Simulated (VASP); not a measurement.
The system is Zn.

```
Zn
1.0
     0.00000    1.96478    1.96478
     1.96478    0.00000    1.96478
     1.96478    1.96478    0.00000
Zn
1
Direct
  0.00000 0.00000 0.00000
```

This isn't the form of Zn at room conditions, which is hcp.

| Item | Value |
| --- | --- |
| Program | VASP 6.6.1 |
| Task | relaxation of cell and atoms |
| Functional | SCAN |
| Dispersion | D4 |
| Potentials or basis | VASP PAW PBE potentials, release 64 (Zn) |
| Cutoff | 600 eV |
| k mesh | 12 × 12 × 12 |
| Occupations | fermi-dirac, width 0.05 eV |
| Spin | no spin polarisation |

At the start: pressure -7.7 GPa; volume 15.17 Å³/atom.

Task: How do energy, volume and symmetry change on relaxing?

Result: Over 8 steps the energy falls by 41.1 meV/atom and the volume is 13.87 Å³/atom (-8.6 %); space group Fm-3m (No. 225, to 0.05 Å).

Step by step:
| step | energy change (eV) | largest force (eV/Å) | pressure (GPa) | volume (Å³) |
| --- | --- | --- | --- | --- |
| 1 | 0.0000 | 0.0000 | -7.66 | 15.17 |
| 2 | -0.0402 | 0.0000 | 1.58 | 13.63 |
| 3 | -0.0410 | 0.0000 | 0.73 | 13.78 |
| 4 | -0.0410 | 0.0000 | -0.24 | 13.89 |
| 5 | -0.0411 | 0.0000 | 0.09 | 13.86 |
| 6 | -0.0411 | 0.0000 | -0.09 | 13.88 |
| 7 | -0.0411 | 0.0000 | -0.07 | 13.87 |
| 8 | -0.0411 | 0.0000 | -0.04 | 13.87 |

Final structure:
```cif
data_structure
_symmetry_space_group_name_H-M 'P 1'
_symmetry_Int_Tables_number 1
_cell_length_a 2.6968
_cell_length_b 2.6968
_cell_length_c 2.6968
_cell_angle_alpha 60.000
_cell_angle_beta 60.000
_cell_angle_gamma 60.000
_cell_volume 13.87
loop_
_atom_site_label
_atom_site_type_symbol
_atom_site_fract_x
_atom_site_fract_y
_atom_site_fract_z
_atom_site_occupancy
Zn1 Zn 0.00000 0.00000 0.00000 1
```

Caveat: the PAW data sets were made with another functional, which shifts forces and pressure a little; pairwise dispersion overbinds metals, which lowers pressure and volume.
